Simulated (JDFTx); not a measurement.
CuO in JDFTx: the effect of dispersion

The system is CuO.

```
Cu O
1.0
     0.00000    2.11656    2.11656
     2.11656    0.00000    2.11656
     2.11656    2.11656    0.00000
Cu O
1 1
Direct
  0.02950 0.02810 0.90803
  0.47050 0.47190 0.59197
```

The cell comes from a database or a generator and needn't be the stable form of this composition.

Alike in all runs:

| Quantity | Value |
| --- | --- |
| Program | JDFTx 1.7.0 (patched build) |
| Task | single point |
| Functional | PBE |
| Potentials or basis | PseudoDojo-SR-PBE-0.5-standard with smoothed tails |
| Cutoff | 1252 eV |
| Density cutoff | 10014 eV |
| k mesh | 7 × 7 × 7 |
| Occupations | fermi-dirac, width 0.05 eV |
| Spin | no spin polarisation |

```csv
dispersion,pressure (GPa)
none,18.2
D2,?
D3,14.1
D3(BJ),13.0
```

Q: What does the run with dispersion D2 give?

A: Pressure 17.6 GPa.

Caveats: all runs use coarse meshes; an odd number of electrons without spin polarisation forces a metal; a magnetic or distorted state may lie lower; the run has no spin polarisation, though such a crystal can be magnetic; pairwise dispersion overbinds metals, which lowers pressure and volume (some runs).
